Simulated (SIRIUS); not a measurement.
**Sb in SIRIUS: convergence with k mesh**

Input of the first run (k mesh 1 × 1 × 1); the others differ in this setting and in those tied to it:

Contents of sirius.json:

```json
{
  "control": {
    "processing_unit": "cpu",
    "std_evp_solver_name": "lapack",
    "gen_evp_solver_name": "lapack",
    "verbosity": 2,
    "print_forces": true,
    "ortho_rf": true,
    "use_second_variation": true,
    "rmt_max": 3.0,
    "num_bands_to_print": 24,
    "save_wf": true
  },
  "parameters": {
    "electronic_structure_method": "full_potential_lapwlo",
    "xc_functionals": ["XC_GGA_X_PBE", "XC_GGA_C_PBE"],
    "core_relativity": "dirac",
    "valence_relativity": "iora",
    "num_fv_states": 30,
    "smearing": "fermi_dirac",
    "smearing_width": 0.0018374661,
    "pw_cutoff": 20,
    "gk_cutoff": 3.31,
    "lmax_apw": 10,
    "lmax_rho": 8,
    "lmax_pot": 8,
    "num_mag_dims": 0,
    "auto_rmt": 0,
    "ngridk": [1, 1, 1],
    "shiftk": [0, 0, 0],
    "num_dft_iter": 80,
    "energy_tol": 1e-07,
    "density_tol": 1e-05,
    "use_symmetry": true
  },
  "settings": {"tol_ne": 1e-10},
  "iterative_solver": {"type": "exact"},
  "mixer": {"type": "anderson", "beta": 0.5, "max_history": 8},
  "unit_cell": {
    "lattice_vectors": [
      [4.0708480177, 2.3503051989, 7.1015907763],
      [-4.0708480177, 2.3503051989, 7.1015907763],
      [0.0, -4.7006103977, 7.1015907763]
    ],
    "atom_types": ["Sb"],
    "atom_files": {"Sb": "Sb.json"},
    "atoms": {"Sb": [[0.76651, 0.76651, 0.76651], [0.23349, 0.23349, 0.23349]]}
  }
}
```

File Sb.json:

```json
{
  "name": "antimony",
  "symbol": "Sb",
  "number": 51,
  "mass": 121.76,
  "rmin": 1e-06,
  "rmt": 2.54,
  "nrmt": 800,
  "rinf": 15.52,
  "core": "1s2s2p3s3p3d",
  "valence": [
    {"basis": [{"enu": -0.01, "dme": 0, "n": 0, "auto": 0}, {"enu": -0.01, "dme": 1, "n": 0, "auto": 0}]},
    {"l": 0, "n": 1, "basis": [{"enu": -0.0081, "dme": 0, "n": 0, "auto": 0}]},
    {"l": 1, "n": 2, "basis": [{"enu": 0.09, "dme": 0, "n": 0, "auto": 0}]},
    {"l": 2, "n": 3, "basis": [{"enu": 0.09, "dme": 0, "n": 0, "auto": 0}]},
    {"l": 3, "n": 4, "basis": [{"enu": 0.09, "dme": 0, "n": 0, "auto": 0}]}
  ],
  "lo": [
    {
      "l": 0,
      "basis": [{"enu": -0.0081, "dme": 0, "n": 0, "auto": 0}, {"enu": -0.0081, "dme": 1, "n": 0, "auto": 0}]
    },
    {
      "l": 0,
      "basis": [{"enu": -5.167, "dme": 0, "n": 4, "auto": 1}, {"enu": -5.167, "dme": 1, "n": 4, "auto": 1}]
    },
    {
      "l": 0,
      "basis": [{"enu": -5.167, "dme": 1, "n": 4, "auto": 1}, {"enu": -0.0081, "dme": 0, "n": 0, "auto": 0}]
    },
    {
      "l": 0,
      "basis": [{"enu": -0.0081, "dme": 0, "n": 0, "auto": 0}, {"enu": 2.472, "dme": 0, "n": 0, "auto": 0}]
    },
    {"l": 1, "basis": [{"enu": 0.09, "dme": 0, "n": 0, "auto": 0}, {"enu": 0.09, "dme": 1, "n": 0, "auto": 0}]},
    {
      "l": 1,
      "basis": [{"enu": -3.455, "dme": 0, "n": 4, "auto": 1}, {"enu": -3.455, "dme": 1, "n": 4, "auto": 1}]
    },
    {"l": 1, "basis": [{"enu": -3.455, "dme": 1, "n": 4, "auto": 1}, {"enu": 0.09, "dme": 0, "n": 0, "auto": 0}]},
    {"l": 1, "basis": [{"enu": 0.09, "dme": 0, "n": 0, "auto": 0}, {"enu": 2.942, "dme": 0, "n": 0, "auto": 0}]},
    {"l": 2, "basis": [{"enu": 0.09, "dme": 0, "n": 0, "auto": 0}, {"enu": 0.09, "dme": 1, "n": 0, "auto": 0}]},
    {
      "l": 2,
      "basis": [{"enu": -0.9618, "dme": 0, "n": 4, "auto": 1}, {"enu": -0.9618, "dme": 1, "n": 4, "auto": 1}]
    },
    {
      "l": 2,
      "basis": [{"enu": -0.9618, "dme": 1, "n": 4, "auto": 1}, {"enu": 0.09, "dme": 0, "n": 0, "auto": 0}]
    },
    {"l": 2, "basis": [{"enu": 0.09, "dme": 0, "n": 0, "auto": 0}, {"enu": 3.314, "dme": 0, "n": 0, "auto": 0}]},
    {"l": 3, "basis": [{"enu": 0.09, "dme": 0, "n": 0, "auto": 0}, {"enu": 0.09, "dme": 1, "n": 0, "auto": 0}]},
    {"l": 3, "basis": [{"enu": 0.09, "dme": 0, "n": 0, "auto": 0}, {"enu": 2.787, "dme": 0, "n": 0, "auto": 0}]}
  ],
  "free_atom": [... radial grid and density of the free atom, the start of the SCF ...]
}
```

sirius_start.json

```json
{
  "control": {
    "processing_unit": "cpu",
    "std_evp_solver_name": "lapack",
    "gen_evp_solver_name": "lapack",
    "verbosity": 1,
    "print_forces": false,
    "ortho_rf": true,
    "use_second_variation": true,
    "rmt_max": 3.0,
    "num_bands_to_print": 24,
    "save_wf": false
  },
  "parameters": {
    "electronic_structure_method": "full_potential_lapwlo",
    "xc_functionals": ["XC_LDA_X", "XC_LDA_C_PW"],
    "core_relativity": "dirac",
    "valence_relativity": "iora",
    "num_fv_states": 30,
    "smearing": "fermi_dirac",
    "smearing_width": 0.0055123983,
    "pw_cutoff": 20,
    "gk_cutoff": 2.65,
    "lmax_apw": 10,
    "lmax_rho": 8,
    "lmax_pot": 8,
    "num_mag_dims": 0,
    "auto_rmt": 0,
    "ngridk": [1, 1, 1],
    "shiftk": [0, 0, 0],
    "num_dft_iter": 30,
    "energy_tol": 0.01,
    "density_tol": 0.05,
    "use_symmetry": true
  },
  "settings": {"tol_ne": 1e-10},
  "iterative_solver": {"type": "exact"},
  "mixer": {"type": "anderson", "beta": 0.5, "max_history": 8},
  "unit_cell": {
    "lattice_vectors": [
      [4.0708480177, 2.3503051989, 7.1015907763],
      [-4.0708480177, 2.3503051989, 7.1015907763],
      [0.0, -4.7006103977, 7.1015907763]
    ],
    "atom_types": ["Sb"],
    "atom_files": {"Sb": "Sb.json"},
    "atoms": {"Sb": [[0.76651, 0.76651, 0.76651], [0.23349, 0.23349, 0.23349]]}
  }
}
```

Potentials or basis: all-electron FP-LAPW, apw+lo standard.

Run with:

```console
$ OMP_NUM_THREADS=1 sirius.scf --input=sirius_start.json --output=start.json
$ OMP_NUM_THREADS=1 sirius.scf --input=sirius.json --output=output.json --task=1
```

Hardware: 1 thread of Arm Neoverse V1, with other jobs on the host.

Problem. The values tried are 1 × 1 × 1, 2 × 2 × 2, 4 × 4 × 4, 5 × 5 × 5, 6 × 6 × 6, 8 × 8 × 8, 10 × 10 × 10, loosest first. From which on does the gap on the mesh stay within 0.01 eV of the tightest run that finished?

Solution. From 6 × 6 × 6 on.

```tsv
k mesh	energy less the tightest run, at zero smearing (meV/atom)	largest force (eV/Å)	gap on the mesh (eV)	SCF cycles	CPU time (s)	peak memory (GiB)
1 × 1 × 1	4344.39	2.748	3.899	8	29	0.4
2 × 2 × 2	978.86	1.905	0.156	10	37	0.41
4 × 4 × 4	-21.28	0.063	0.126	8	42	0.43
5 × 5 × 5	-18.57	0.048	0.377	8	48	0.45
6 × 6 × 6	-7.10	0.080	0.000	8	60	0.49
8 × 8 × 8	-1.49	0.166	0.000	8	90	0.58
10 × 10 × 10	0.00	0.193	0.000	8	130	0.74
```

Not settled before the last step: the energy (to 1 meV/atom), the largest force (to 0.005 eV/Å). Meshes of other sizes hit other points, so gaps and Fermi surfaces needn't settle smoothly. The tightest run that finished is the yardstick and may itself not be fully converged.

Spin-orbit coupling is left out, which matters for the levels of Sb.
